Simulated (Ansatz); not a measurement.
Strain and the gap of NaCl (zincblende)

NaCl built on the zincblende prototype, relaxed with r2SCAN in Ansatz. It is cubic, F-43m (No. 216); conventional cell a = 6.175 Å, 29.43 Å³ an atom. Na is surrounded by 4 Cl at 2.67 Å; Cl is surrounded by 4 Na at 2.67 Å.

The axes x, y and z are those of this cell:
```xyz
2
Lattice="0.0000 3.0873 3.0873 3.0873 0.0000 3.0873 3.0873 3.0873 0.0000" Properties=species:S:1:pos:R:3 pbc="T T T"
Na    0.0000    0.0000    0.0000
Cl    1.5436    1.5436    1.5436
```

Unstrained: The PBE gap is direct at Γ: 4.942 eV. r2SCAN gives a direct gap of 5.552 eV at Γ. With HSE06 the gap is 6.246 eV and direct, at Γ. Meshes: PBE 8×8×8, r2SCAN 8×8×8, HSE06 6×6×6. Strains are changes of length per length, and xy shears are angles. After each strain the atoms were relaxed again with r2SCAN within the symmetry that the strain leaves, so tilts or polar shifts that break it weren't tested; points keep the names that they have in the unstrained zone. Simulation only: spin-unpolarised, and no claim that this is the phase found in nature.

Changes of the least gap in eV (an overlap counts as a negative gap):
```json
{"strain": "uniaxial +1.03 % along z", "volume change (%)": "+1.0", "space group": "I-4m2", "PBE": "-0.029", "r2SCAN": "-0.028", "HSE06": "-0.030", "energy rise, r2SCAN (meV/atom)": "0.2"}
{"strain": "epitaxial -3.34 % in the plane normal to [111], free normal strain +3.69 %", "volume change (%)": "-3.1", "space group": "R3m", "PBE": "-0.026", "r2SCAN": "-0.031", "HSE06": "-0.024", "energy rise, r2SCAN (meV/atom)": "5.2"}
{"strain": "xy shear, engineering strain (angle) +2.3 %", "volume change (%)": "0.0", "space group": "Imm2", "PBE": "-0.031", "r2SCAN": "-0.033", "HSE06": "-0.032", "energy rise, r2SCAN (meV/atom)": "0.3"}
```

Uniaxial +1.03 % along z, other directions held. HSE06: the gap goes from 6.246 to 6.216 eV (-0.030 eV); with r2SCAN the top three valence levels at Γ, degenerate before, become 2+1 from the top over 10 meV. Stress change with r2SCAN, compression positive: xx -0.18, yy -0.18, zz -0.20 GPa.

Epitaxial -3.34 % in the plane normal to [111], free normal strain +3.69 %. HSE06: the gap goes from 6.246 to 6.222 eV (-0.024 eV); with r2SCAN the top three valence levels at Γ, degenerate before, become 2+1 from the top over 206 meV. Stress change with r2SCAN, compression positive: xx +0.54, yy +0.54, zz +0.54, xy -0.29, xz -0.29, yz -0.29 GPa.

Xy shear, engineering strain (angle) +2.3 %. HSE06: the gap goes from 6.246 to 6.214 eV (-0.032 eV); with r2SCAN the top three valence levels at Γ, degenerate before, become 1+1+1 from the top over 59 meV. Stress change with r2SCAN, compression positive: xx 0.00, yy 0.00, zz -0.01, xy -0.13 GPa.

The meshes of the hybrids are coarse, so their gaps aren't converged to the digits shown.

The splittings at Γ are without spin-orbit coupling, which regroups them where it is of like size or larger.
